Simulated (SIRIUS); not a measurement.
**MgB2: single point with PBE**

Crystal: MgB2.

```xyz
6
Lattice="0.0000 2.9936 2.9936 2.9936 0.0000 2.9936 2.9936 2.9936 0.0000" Properties=species:S:1:pos:R:3 pbc="T T T"
Mg    0.0000    0.0000    0.0000
Mg    1.4968    1.4968    1.4968
B     2.2452    3.7420    2.2452
B     2.2452    2.2452    3.7420
B     3.7420    2.2452    2.2452
B     3.7420    3.7420    3.7420
```

The cell was built by a generator and needn't be a form met in nature.

```yaml
Program: SIRIUS 7.10.0
Task: single point
Functional: PBE
Potentials_or_basis: PseudoDojo 0.4 PBE stringent (scalar relativistic)
Cutoff: 1152 eV
Density_cutoff: 4606 eV
k_mesh: 8 × 8 × 8
Occupations: fermi-dirac, width 0.05 eV
Spin: no spin polarisation
```

- Pressure: 0.5 GPa
- Band gap on the k mesh: none (metal or under the smearing width)

Wall time 95 s on 1 thread of Arm Neoverse V1, with other jobs on the host, peak memory 0.4 GiB.
